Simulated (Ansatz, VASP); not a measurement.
# Two plane-wave programs on Te

```
Te
1.0
     5.65412    0.00000    0.00000
    -2.82706    4.89662    0.00000
     0.00000    0.00000    3.16337
Te
3
Direct
  0.00000 0.00000 0.00000
  0.33333 0.66667 0.50000
  0.66667 0.33333 0.50000
```

Alike in both runs: functional PBE; k mesh 9 × 9 × 14; occupations gaussian, width 0.1 eV; no spin polarisation.

Ansatz relaxed the structure, and its values are those at the end. VASP's run is a single point on that final structure, the one shown.

```csv
,VASP,Ansatz
version,VASP 6.6.1,Ansatz 0.2.0
potentials or method,"VASP PAW PBE potentials, release 64 (Te)","scalar-relativistic, plane waves, PAW"
plane-wave cutoff (eV),520,420
valence electrons in the cell,18,48
```

|  | VASP | Ansatz | Ansatz less VASP |
| --- | --- | --- | --- |
| gap on the k mesh at the Fermi level (eV) | none | none | - |
| pressure (GPa) | -0.1 | 0.0 | +0.08 |

A gap of «none» marks a metal or a gap that the smearing closes. With one functional, cell and mesh, what is left measures potentials, basis and numerics. The two sets of potentials don't hold the same shells in valence.

The runs have no spin-orbit coupling, so splittings on Te are missing.
